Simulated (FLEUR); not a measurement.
# InPd (Pm-3m) in FLEUR: a series of runs, part 2 of 2

FLEUR MaX-R8.1 (later development tree).

### Step 4. Single point, PBEsol

This run uses another cell than the first one, of 14.01 Å³/atom, 0.889 times its volume.

The input, inp.xml:

```xml
<?xml version="1.0" encoding="UTF-8" standalone="no"?>
<fleurInput fleurInputVersion="0.39">
   <comment>
      InPd                                                                                                
   </comment>
   <calculationSetup>
      <cutoffs Kmax="4.54" Gmax="14.1" GmaxXC="14.1" numbands="0"/>
      <scfLoop itmax="60" minDistance="0.00001" maxIterBroyd="15" imix="Anderson" alpha="0.05" precondParam="0.0" spinf="2.0" sdNocoIR="T"/>
      <coreElectrons ctail="T" frcor="F" kcrel="0" coretail_lmax="0"/>
      <xcFunctional name="PBEs" relativisticCorrections="F"/>
      <magnetism jspins="1"/>
      <soc l_soc="F" theta="0.0" phi="0.0" spav="F"/>
      <expertModes spex="0" secvar="F"/>
      <geometryOptimization l_f="F" forcealpha="1.0" forcemix="BFGS" epsdisp="0.00001" epsforce="0.00001"/>
      <ldaU l_linMix="F" mixParam="0.05" spinf="1.0"/>
   </calculationSetup>
   <cell>
      <bzIntegration valenceElectrons="39.0" mode="hist" fermiSmearingEnergy="0.00183747">
         <kPointListSelection listName="default-1"/>
         <!-- k-points included here -->
         <xi:include xmlns:xi="http://www.w3.org/2001/XInclude" href="kpts.xml"> </xi:include>
      </bzIntegration>
      <!-- symmetry operations included here -->
      <xi:include xmlns:xi="http://www.w3.org/2001/XInclude" href="sym.xml"> </xi:include>
      <bulkLattice scale="1.0">
         <bravaisMatrix>
            <row-1>    5.7397573237811566     0.0000000000000000     0.0000000000000000</row-1>
            <row-2>    0.0000000000000000     5.7397573237811566     0.0000000000000000</row-2>
            <row-3>    0.0000000000000000     0.0000000000000000     5.7397573237811566</row-3>
         </bravaisMatrix>
      </bulkLattice>
   </cell>
   <atomSpecies>
      <species name="Indium (In)" element="In" atomicNumber="49">
         <mtSphere radius="2.16" gridPoints="721" logIncrement="0.018"/>
         <atomicCutoffs lmax="9" lnonsphr="9"/>
         <electronConfig flipSpins="F">
            <coreConfig>(1s1/2) (2s1/2) (2p1/2) (2p3/2) (3s1/2) (3p1/2) (3p3/2) (3d3/2) (3d5/2)</coreConfig>
            <valenceConfig>(4s1/2) (4p1/2) (4p3/2) (5s1/2) (4d3/2) (4d5/2) (5p1/2) (5p3/2)</valenceConfig>
            <stateOccupation state="(5p1/2)" spinUp="0.166667" spinDown="0.166667"/>
            <stateOccupation state="(5p3/2)" spinUp="0.333333" spinDown="0.333333"/>
         </electronConfig>
         <energyParameters s="5" p="5" d="4" f="4"/>
         <lo type="SCLO" l="0" n="4" eDeriv="0"/>
         <lo type="SCLO" l="1" n="4" eDeriv="0"/>
         <lo type="SCLO" l="1" n="4" eDeriv="1"/>
         <lo type="SCLO" l="2" n="4" eDeriv="2"/>
         <lo type="SCLO" l="3" n="4" eDeriv="2"/>
      </species>
      <species name="Palladium (Pd)" element="Pd" atomicNumber="46">
         <mtSphere radius="2.4" gridPoints="801" logIncrement="0.016"/>
         <atomicCutoffs lmax="10" lnonsphr="10"/>
         <electronConfig flipSpins="F">
            <coreConfig>(1s1/2) (2s1/2) (2p1/2) (2p3/2) (3s1/2) (3p1/2) (3p3/2) (3d3/2) (3d5/2)</coreConfig>
            <valenceConfig>(4s1/2) (4p1/2) (4p3/2) (5s1/2) (4d3/2) (4d5/2)</valenceConfig>
            <stateOccupation state="(5s1/2)" spinUp="0.500000" spinDown="0.500000"/>
            <stateOccupation state="(4d3/2)" spinUp="1.800000" spinDown="1.800000"/>
            <stateOccupation state="(4d5/2)" spinUp="2.700000" spinDown="2.700000"/>
         </electronConfig>
         <energyParameters s="5" p="5" d="4" f="4"/>
         <lo type="SCLO" l="0" n="4" eDeriv="0"/>
         <lo type="SCLO" l="1" n="4" eDeriv="0"/>
         <lo type="SCLO" l="1" n="4" eDeriv="1"/>
         <lo type="SCLO" l="2" n="4" eDeriv="2"/>
         <lo type="SCLO" l="3" n="4" eDeriv="2"/>
      </species>
   </atomSpecies>
   <atomGroups>
      <atomGroup species="Indium (In)">
         <relPos label="                   1">.0000000000 .0000000000 .0000000000</relPos>
         <force calculate="T" relaxXYZ="TTT"/>
      </atomGroup>
      <atomGroup species="Palladium (Pd)">
         <relPos label="                   2">1.000/2.000 1.000/2.000 1.000/2.000</relPos>
         <force calculate="T" relaxXYZ="TTT"/>
      </atomGroup>
   </atomGroups>
   <output dos="F" band="F" slice="F">
      <checks vchk="F" cdinf="F"/>
      <bandDOS minEnergy="-.5*Htr" maxEnergy="0.5*Htr" sigma="0.015" storeEVData="T"/>
      <vacuumDOS vacdos="F" integ="F" star="F" nstars="0" locx1="0.0" locy1="0.0" locx2="0.0" locy2="0.0" nstm="0" tworkf="0.0"/>
      <unfoldingBand unfoldBand="F" supercellX="1" supercellY="1" supercellZ="1"/>
      <plotting iplot="0" polar="F">
         <plot TwoD="T" vec1="  1.0  0.0  0.0" vec2="  0.0  1.0  0.0" vec3="  0.0  0.0  1.0" zero="  0.0  0.0  0.0" file="plot"/>
      </plotting>
      <chargeDensitySlicing numkpt="0" minEigenval="0.0" maxEigenval="0.0" nnne="0" pallst="F"/>
      <specialOutput eonly="F"/>
      <moessbauerParams electricFieldGradient="T" isomerShift="T" coreHyperfine="T" valenceHyperfine="T"/>
      <magneticCircularDichroism mcd="F" energyLo="-10.0" energyUp="0.0"/>
   </output>
  <!-- We include the file relax.xml here to enable relaxations (see documentation) -->
  <xi:include xmlns:xi="http://www.w3.org/2001/XInclude" href="relax.xml"> <xi:fallback/> </xi:include>
</fleurInput>
```

The input, crystal.txt:

```
InPd
&input cartesian=F /
3.0373487719  0.0000000000  0.0000000000
0.0000000000  3.0373487719  0.0000000000
0.0000000000  0.0000000000  3.0373487719
1.8897261246
1.0 1.0 1.0

2
49 0.0000000000  0.0000000000  0.0000000000
46 0.5000000000  0.5000000000  0.5000000000

&kpt div1=8 div2=8 div3=8 gamma=T /
```

Run with:

```bash
$ inpgen -f crystal.txt -profile fastHighL
$ # inp.xml edited to the form shown
$ fleur_MPI
```

Run time: 28 s. Hardware: 1 thread of Arm Neoverse V2, shared host; peak memory 0.07 GiB.

Results (log left out):

```yaml
Free_energy: -297290.5708 eV
Band_gap_on_the_k_mesh: none (metal or under the smearing width)
Valence_electrons_inside_the_program's_atomic_spheres: In 18.46; Pd 16.92 (radii In 2.16, Pd 2.4 bohr)
```

Levels at points of the mesh, in eV from the Fermi level:
```csv
k point,band 17,band 18,band 19,band 20,band 21,band 22,band 23,band 24
"(0.00, 0.00, 0.00)",-2.79,-2.79,-2.79,4.61,4.61,4.61,12.36,12.36
"(0.00, 0.00, 0.50)",-4.29,-4.29,-2.99,-1.24,10.74,11.74,11.74,12.32
"(0.00, 0.50, 0.50)",-3.30,-3.22,-3.22,-2.03,2.77,3.41,11.15,11.73
"(0.50, 0.50, 0.50)",-1.97,-1.97,0.92,4.22,4.22,4.22,5.45,5.45
```

Core levels (eV from the Fermi level):
| atom | levels |
| --- | --- |
| 1 In | 1s1/2 -27718.4, 2s1/2 -4146.1, 2p1/2 -3866.8, 2p3/2 -3656.1, 3s1/2 -783.5, 3p1/2 -670.7, 3p3/2 -632.7, 3d3/2 -433.1, 3d5/2 -425.3 |
| 2 Pd | 1s1/2 -24138.9, 2s1/2 -3523.8, 2p1/2 -3269.0, 2p3/2 -3109.8, 3s1/2 -635.0, 3p1/2 -534.5, 3p3/2 -506.7, 3d3/2 -328.6, 3d5/2 -323.1 |

### Step 5. Overview

```csv
cell,gap on the mesh (eV)
"Pm-3m, 15.76 Å³/atom",none
"Pm-3m, 14.89 Å³/atom",none
"Pm-3m, 14.01 Å³/atom",none
```

Alike in all rows: task single point; level PBEsol; potentials or basis all-electron, FLAPW; no spin polarisation; k mesh 8 × 8 × 8; smearing fermi-dirac 0.05 eV; kmax 4.54 1/bohr.

Every run on the cell as given and a fine mesh finds a metal.

Compare energies only between runs with the same functional and basis.
